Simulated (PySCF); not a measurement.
# SnTe (Fm-3m) in PySCF: convergence with smearing width

Aim: find how far smearing width must go before the results for SnTe settle, at r2SCAN. This setting moves, with any that are tied to it; all else stays.

All numbers are computed with PySCF 2.14.0; they aren't measurements. Logs are shortened: lines on timing, memory, paths and dates and some standing lists are left out, and cuts for length are marked.

## 1. The structure

Symmetry: Fm-3m, No. 225, cubic system. Conventional cell: a = 6.302 Å, b = 6.302 Å, c = 6.302 Å, α = 90.00°, β = 90.00°, γ = 90.00°. Te (site symmetry m-3m) has 6 Sn at 3.15 Å as nearest neighbours. Around Sn (site symmetry m-3m) lie 6 Te at 3.15 Å.

## 2. With smearing width 0.3 eV

Input file run.py:

```python
import json
import numpy as np
from pyscf.pbc import gto, scf, dft, df

cell = gto.Cell()
cell.basis = {'Sn': 'DZVP-MOLOPT-SR-GTH-q4', 'Te': 'DZVP-MOLOPT-SR-GTH-q6'}
cell.pseudo = {'Sn': 'GTH-PBE-q4', 'Te': 'GTH-PBE-q6'}
cell.fromfile('SnTe.cif')
cell.ke_cutoff = 50  # hartree
cell.exp_to_discard = 0.02
cell.precision = 1e-08
cell.space_group_symmetry = True
cell.symmorphic = False
cell.max_memory = 2940  # MB
cell.verbose = 4
cell.build()

res = {}
kpts = cell.make_kpts([6, 6, 6], space_group_symmetry=True, time_reversal_symmetry=True)
cell.space_group_symmetry = False  # the mesh holds the operations; no search on the supercells of the integral code
mf = dft.KRKS(cell, kpts, xc='r2scan')
mf = mf.multigrid_numint()
mf = mf.smearing(sigma=0.0110248, method='fermi')  # hartree
mf.conv_tol = 1e-07
mf.max_cycle = 60

mf.kernel()
res.update(converged=bool(mf.converged), e_tot=mf.e_tot, nelec=cell.nelectron, nao=cell.nao, mesh=list(map(int, cell.mesh)), a=cell.lattice_vectors().tolist(), coords=cell.atom_coords().tolist(),
           mo_energy=[np.real(x).tolist() for x in mf.mo_energy], mo_occ=[np.real(x).tolist() for x in mf.mo_occ])
res.update(e_free=mf.e_free, e_zero=mf.e_zero)
res.update(kpts=kpts.kpts_scaled_ibz.tolist(), weights=kpts.weights_ibz.tolist())
res['parts'] = {k: float(np.real(v)) for k, v in mf.scf_summary.items() if np.isscalar(v)}
json.dump(res, open('results.json', 'w'))
if not mf.converged:
    raise SystemExit('SCF not converged')

print('levels (eV)')
for i, kp in enumerate(res['kpts'][:40]):
    print('k %7.4f %7.4f %7.4f  ' % tuple(kp), ' '.join('%.3f' % (x * 27.211386) for x in res['mo_energy'][i][:10]))

mf = mf.to_khf()  # unfold to the whole mesh
kpts = mf.kpts
# Mulliken populations
dm, s = np.asarray(mf.make_rdm1()), np.asarray(mf.get_ovlp())
sites = cell.aoslice_by_atom()[:, 2:]
tot = np.einsum('kij,kji->i', dm, s).real / len(kpts)
res['mulliken'] = [cell.atom_charge(i) - tot[a0:a1].sum() for i, (a0, a1) in enumerate(sites)]
print('Mulliken charges', np.round(res['mulliken'], 5))
res['meta_lowdin'] = mf.mulliken_meta()[1].tolist()
res['done'] = True
json.dump(res, open('results.json', 'w'))
```

Input file SnTe.cif:

```cif
data_SnTe
_cell_length_a 4.45597480
_cell_length_b 4.45597480
_cell_length_c 4.45597480
_cell_angle_alpha 60.00000000
_cell_angle_beta 60.00000000
_cell_angle_gamma 60.00000000
_space_group_name_H-M_alt 'P1'
_space_group_name_Hall 'P 1'
_space_group_IT_number 1
loop_
_space_group_symop_operation_xyz
'x,y,z'
loop_
_atom_site_label
_atom_site_type_symbol
_atom_site_symmetry_multiplicity
_atom_site_Wyckoff_symbol
_atom_site_fract_x
_atom_site_fract_y
_atom_site_fract_z
_atom_site_occupancy
Te1 Te 1 a 0.5000000000 0.5000000000 0.5000000000 1
Sn1 Sn 1 a 0.0000000000 0.0000000000 0.0000000000 1
```

Potentials or basis: DZVP-MOLOPT-SR/GTH-PBE (potentials made for PBE).

Run with:

```sh
$ OMP_NUM_THREADS=2 python -u run.py > log
```

The log of the run:

```text
Discarded 0 diffused primitive functions, 0 contracted functions
time reversal: False
k-points in IBZ                         weights
  0:  0.000000,  0.000000,  0.000000    1/216
  1:  0.500000,  0.500000,  0.000000    3/216
  2:  0.500000,  0.500000,  0.500000    4/216
  3:  0.666667,  0.666667,  0.000000    6/216
  4:  0.666667,  0.666667,  0.333333    12/216
  5:  0.666667,  0.666667,  0.666667    8/216
  6:  0.833333,  0.500000,  0.333333    12/216
  7:  0.833333,  0.500000,  0.500000    24/216
  8:  0.833333,  0.666667,  0.333333    24/216
  9:  0.833333,  0.666667,  0.500000    24/216
 10:  0.833333,  0.833333,  0.000000    6/216
 11:  0.833333,  0.833333,  0.166667    24/216
 12:  0.833333,  0.833333,  0.333333    24/216
 13:  0.833333,  0.833333,  0.500000    24/216
 14:  0.833333,  0.833333,  0.666667    12/216
 15:  0.833333,  0.833333,  0.833333    8/216

******** <class 'pyscf.pbc.scf.smearing.SmearingKsymAdaptedKRKS'> ********
method = SmearingKsymAdaptedKRKS
initial guess = minao
damping factor = 0
level_shift factor = 0
DIIS = <class 'pyscf.scf.diis.CDIIS'>
diis_start_cycle = 1
diis_space = 8
diis_damp = 0
SCF conv_tol = 1e-07
SCF conv_tol_grad = None
SCF max_cycles = 60
direct_scf = True
direct_scf_tol = 1e-13

******** PBC SCF flags ********
N kpts (BZ) = 216
N kpts (IBZ) = 16
Exchange divergence treatment (exxdiv) = ewald
    madelung (= occupied orbital energy shift) = 0.0641679897611673
    Total energy shift due to Ewald probe charge = -1/2 * Nelec*madelung = -0.320839948806
DF object = <pyscf.pbc.df.fft.FFTDF object>
XC functionals = r2scan
small_rho_cutoff = 0
Uniform grid, mesh = [29 29 29]
Set gradient conv threshold to 0.000316228
nelec by numeric integration = 9.999999999999993
init E= -11.5624901167859
    sigma = 0.0110248  Optimized mu = 0.243123486538  entropy = 0.454376922077
nelec by numeric integration = 10.000000000000007
    Total E(T) = -11.6606286912406  Free energy = -11.6656381059312  E0 = -11.6631333985859
cycle= 1 E= -11.6606286912406  delta_E= -0.0981  |g|= 0.195  |ddm|= 8.84
    sigma = 0.0110248  Optimized mu = 0.235300226425  entropy = 0.580599375676
nelec by numeric integration = 10.000000000000005
    Total E(T) = -11.6589744580611  Free energy = -11.6653754500581  E0 = -11.6621749540596
cycle= 2 E= -11.6589744580611  delta_E= 0.00165  |g|=  0.2  |ddm|= 1.35
    sigma = 0.0110248  Optimized mu = 0.234899397803  entropy = 0.506092854855
nelec by numeric integration = 10.0
    Total E(T) = -11.6619099479935  Free energy = -11.6674895204997  E0 = -11.6646997342466
cycle= 3 E= -11.6619099479935  delta_E= -0.00294  |g|= 0.00647  |ddm|= 0.706
    sigma = 0.0110248  Optimized mu = 0.235132962119  entropy = 0.508532853621
nelec by numeric integration = 10.000000000000004
    Total E(T) = -11.6618857394369  Free energy = -11.6674922124415  E0 = -11.6646889759392
cycle= 4 E= -11.6618857394369  delta_E= 2.42e-05  |g|= 0.000223  |ddm|= 0.0263
    sigma = 0.0110248  Optimized mu = 0.235118428377  entropy = 0.508602683033
nelec by numeric integration = 10.0
    Total E(T) = -11.6618849715375  Free energy = -11.6674922143974  E0 = -11.6646885929674
cycle= 5 E= -11.6618849715375  delta_E= 7.68e-07  |g|= 2.28e-05  |ddm|= 0.000922
    sigma = 0.0110248  Optimized mu = 0.235118438856  entropy = 0.508596172526
nelec by numeric integration = 10.000000000000005
    Total E(T) = -11.6618850433403  Free energy = -11.6674922144232  E0 = -11.6646886288818
cycle= 6 E= -11.6618850433403  delta_E= -7.18e-08  |g|= 3.61e-07  |ddm|= 7.51e-05
    sigma = 0.0110248  Optimized mu = 0.235118438402  entropy = 0.508595968286
nelec by numeric integration = 10.000000000000004
    Total E(T) = -11.661885045592  Free energy = -11.6674922144232  E0 = -11.6646886300076
Extra cycle  E= -11.661885045592  delta_E= -2.25e-09  |g|= 3.59e-07  |ddm|= 2.37e-06
converged SCF energy = -11.661885045592
levels (eV)
k  0.0000  0.0000  0.0000   -7.058 1.622 4.062 4.062 4.062 10.178 10.178 10.178 11.834 11.834
k  0.5000  0.5000  0.0000   -5.424 -0.396 0.465 2.376 2.376 9.022 11.905 11.905 13.403 15.986
k  0.5000  0.5000  0.5000   -5.701 -2.402 4.356 4.356 6.617 6.644 6.772 6.772 16.060 18.033
k  0.6667  0.6667  0.0000   -5.946 -0.593 2.531 2.713 2.713 9.516 10.543 11.247 11.247 15.388
k  0.6667  0.6667  0.3333   -5.424 -1.724 1.185 3.257 4.083 8.705 9.290 12.136 12.856 15.729
k  0.6667  0.6667  0.6667   -6.183 -1.474 4.228 4.228 5.843 7.407 7.407 7.709 14.196 14.770
k  0.8333  0.5000  0.3333   -5.345 -1.189 0.826 1.739 4.349 8.716 10.629 12.436 12.711 15.655
k  0.8333  0.5000  0.5000   -5.513 -1.141 1.233 2.689 3.092 9.919 10.398 10.995 12.132 17.638
k  0.8333  0.6667  0.3333   -5.424 -1.743 1.754 2.011 5.395 7.172 10.872 11.348 13.514 13.862
k  0.8333  0.6667  0.5000   -5.746 -1.394 2.088 2.683 4.718 8.007 9.947 10.865 12.045 16.637
k  0.8333  0.8333  0.0000   -6.741 0.371 3.533 3.533 5.552 7.454 10.372 10.372 10.865 13.706
k  0.8333  0.8333  0.1667   -6.241 -0.866 3.308 3.423 4.580 8.168 9.465 9.733 11.207 15.749
k  0.8333  0.8333  0.3333   -5.650 -2.045 2.883 3.561 4.589 8.100 8.328 9.461 13.287 17.078
k  0.8333  0.8333  0.5000   -5.807 -1.826 2.506 4.206 5.481 7.194 7.511 10.229 14.179 14.915
k  0.8333  0.8333  0.6667   -6.444 -0.620 2.953 4.560 6.006 7.347 7.356 10.480 12.755 12.949
k  0.8333  0.8333  0.8333   -6.819 0.355 4.094 4.094 4.927 8.922 8.922 9.171 12.440 12.596
Mulliken charges [-0.19075  0.19075]
 ** Mulliken pop on meta-lowdin orthogonal AOs **
 ** Mulliken pop  **
pop of  0 Te 5s           1.83084
pop of  0 Te 6s           0.00054
pop of  0 Te 5px          1.41662
pop of  0 Te 5py          1.41662
pop of  0 Te 5pz          1.41662
pop of  0 Te 6px          0.00377
pop of  0 Te 6py          0.00377
pop of  0 Te 6pz          0.00377
pop of  0 Te 5dxy         0.00516
pop of  0 Te 5dyz         0.00695
pop of  0 Te 5dz^2        0.00337
pop of  0 Te 5dxz         0.00695
pop of  0 Te 5dx2-y2      0.00516
pop of  1 Sn 5s           1.86259
pop of  1 Sn 6s           0.00228
pop of  1 Sn 5px          0.65781
pop of  1 Sn 5py          0.65781
pop of  1 Sn 5pz          0.65781
pop of  1 Sn 6px          0.00198
pop of  1 Sn 6py          0.00198
pop of  1 Sn 6pz          0.00198
pop of  1 Sn 5dxy         0.00694
pop of  1 Sn 5dyz         0.00788
pop of  1 Sn 5dz^2        0.00599
pop of  1 Sn 5dxz         0.00788
pop of  1 Sn 5dx2-y2      0.00694
 ** Mulliken atomic charges  **
charge of    0Te =     -0.12015
charge of    1Sn =      0.12015
```

It took 10 min on 2 threads of AMD EPYC 7R43 (Zen 3), shared host; peak memory 3.9 GiB.

What came out:

```yaml
Free_energy: -317.4886 eV
Band_gap_on_the_k_mesh: none (metal or under the smearing width)
Meta-löwdin_charges: Te -0.12; Sn +0.12 e
```

## 3. With smearing width 0.2 eV

Edit run.py of step 2 so:

```diff
@@ -22,3 +22,3 @@
 mf = mf.multigrid_numint()
-mf = mf.smearing(sigma=0.0110248, method='fermi')  # hartree
+mf = mf.smearing(sigma=0.00734986, method='fermi')  # hartree
 mf.conv_tol = 1e-07
```

SnTe.cif is that of step 2.

Potentials or basis: DZVP-MOLOPT-SR/GTH-PBE (potentials made for PBE).

Run with:

```sh
$ OMP_NUM_THREADS=2 python -u run.py > log
```

It took 11 min on 2 threads of AMD EPYC 7R43 (Zen 3), shared host; peak memory 3.9 GiB.

Results (log left out):

```yaml
Free_energy: -317.4518 eV
Band_gap_on_the_k_mesh: none (metal or under the smearing width)
Meta-löwdin_charges: Te -0.13; Sn +0.13 e
```

## 4. With smearing width 0.1 eV

Edit run.py of step 3 so:

```diff
@@ -22,3 +22,3 @@
 mf = mf.multigrid_numint()
-mf = mf.smearing(sigma=0.00734986, method='fermi')  # hartree
+mf = mf.smearing(sigma=0.00367493, method='fermi')  # hartree
 mf.conv_tol = 1e-07
```

SnTe.cif is that of step 3.

Run with:

```sh
$ OMP_NUM_THREADS=2 python -u run.py > log
```

Wall time 9.7 min (2 threads of AMD EPYC 7R43 (Zen 3), shared host); peak memory 3.9 GiB.

It converged, with:

| Item | Value |
| --- | --- |
| Free energy | -317.4367 eV |
| Band gap on the k mesh | none (metal or under the smearing width) |
| Meta-löwdin charges | Te -0.14; Sn +0.14 e |

## 5. With smearing width 0.05 eV

Edit run.py of step 4 so:

```diff
@@ -22,3 +22,3 @@
 mf = mf.multigrid_numint()
-mf = mf.smearing(sigma=0.00367493, method='fermi')  # hartree
+mf = mf.smearing(sigma=0.00183747, method='fermi')  # hartree
 mf.conv_tol = 1e-07
```

SnTe.cif is that of step 4.

Run with:

```sh
$ OMP_NUM_THREADS=2 python -u run.py > log
```

It took 9.3 min on 2 threads of AMD EPYC 7R43 (Zen 3), shared host; peak memory 3.9 GiB.

Results (log left out):

| Property | Result |
| --- | --- |
| Free energy | -317.4329 eV |
| Band gap on the k mesh | 0.03 eV, direct |
| Meta-löwdin charges | Te -0.14; Sn +0.14 e |

## 6. With smearing width 0.025 eV

Edit run.py of step 5 so:

```diff
@@ -22,3 +22,3 @@
 mf = mf.multigrid_numint()
-mf = mf.smearing(sigma=0.00183747, method='fermi')  # hartree
+mf = mf.smearing(sigma=0.00091873, method='fermi')  # hartree
 mf.conv_tol = 1e-07
```

SnTe.cif is that of step 5.

Potentials or basis: DZVP-MOLOPT-SR/GTH-PBE (potentials made for PBE).

Run with:

```sh
$ OMP_NUM_THREADS=2 python -u run.py > log
```

Run time: 5.8 min. Hardware: 2 threads of AMD EPYC 7R43 (Zen 3), shared host.

The calculation hadn't finished when its time ran out.

## 7. Summary

| smearing width | energy less the tightest run, at zero smearing (meV/atom) | SCF cycles | CPU time (s) | peak memory (GiB) |
| --- | --- | --- | --- | --- |
| 0.3 eV | 9.45 | 6 | 1000 | 3.9 |
| 0.2 eV | 1.72 | 6 | 1200 | 3.9 |
| 0.1 eV | -0.51 | 5 | 990 | 3.9 |
| 0.05 eV | 0.00 | 5 | 950 | 3.9 |
| 0.025 eV | timed out after 350 s | - | - | - |

Against the tightest run, the energy stays within 1 meV/atom from 0.1 eV on. The tightest run that finished is the yardstick and may itself not be fully converged.

Caveats: spin-orbit coupling is left out, which moves the levels of the heavy elements; the basis of atomic orbitals isn't converged, which shifts pressures, moduli and gaps.
